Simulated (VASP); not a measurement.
Set up this calculation in VASP 6.6.1, as the native input.

```yaml
Task: relaxation of cell and atoms
Functional: LDA
Potentials_or_basis: VASP PAW LDA potentials, release 64 (Ga_d, As)
Cutoff: 350 eV
k_mesh: 6 × 6 × 6
Occupations: gaussian, width 0.02 eV
Spin: no spin polarisation
Further_INCAR_settings: ALGO = Normal; EDIFF = 1e-07; IBRION = 2; EDIFFG = -0.002; NSW = 80; ISIF = 3
```

The structure of GaAs lies in POSCAR:

```
GaAs
1.0
    0.0000000000      2.8268500000      2.8268500000
    2.8268500000      0.0000000000      2.8268500000
    2.8268500000      2.8268500000      0.0000000000
Ga As
1 1
Direct
    0.0000000000      0.0000000000      0.0000000000
    0.2500000000      0.2500000000      0.2500000000
```

These files were run (other wordings do the same):

INCAR

```
ALGO = Normal
EDIFF = 1E-7
EDIFFG = -0.002
ENCUT = 350
GGA = CA
IBRION = 2
ISIF = 3
ISMEAR = 0
LASPH = T
LCHARG = F
LREAL = F
LWAVE = F
NELM = 80
NSW = 80
PREC = Accurate
SIGMA = 0.02
```

KPOINTS

```
k-points
0
Gamma
  6 6 6
```

Potentials or basis: VASP PAW LDA potentials, release 64 (Ga_d, As).

Command:

```sh
$ cat potpaw_LDA.64/Ga_d/POTCAR potpaw_LDA.64/As/POTCAR > POTCAR
$ mpirun -np 1 vasp_std > vasp.out
```

It gave:

```json
{"Relaxed volume": "22.02 Å³/atom", "Relaxed cell": "a = 3.964 Å, b = 3.964 Å, c = 3.964 Å, α = 60.00°, β = 60.00°, γ = 60.00°", "Space group after relaxing (to 0.05 Å)": "F-43m (No. 216)", "Energy gained by relaxing": "3.2 meV/atom", "Ionic steps": "3", "Pressure after relaxing": "0.0 GPa", "Band gap on the k mesh": "0.52 eV, direct"}
```

Caveat: the cutoff is under 1.25 times the usual one of these potentials, so pressure, stress and relaxed cells hold a basis-set (Pulay) error.

Run time: 18 s on 1 thread of Intel(R) Xeon(R) Platinum 8375C CPU @ 2.90GHz (Ice Lake), with other jobs on the host, peak memory 0.13 GiB.
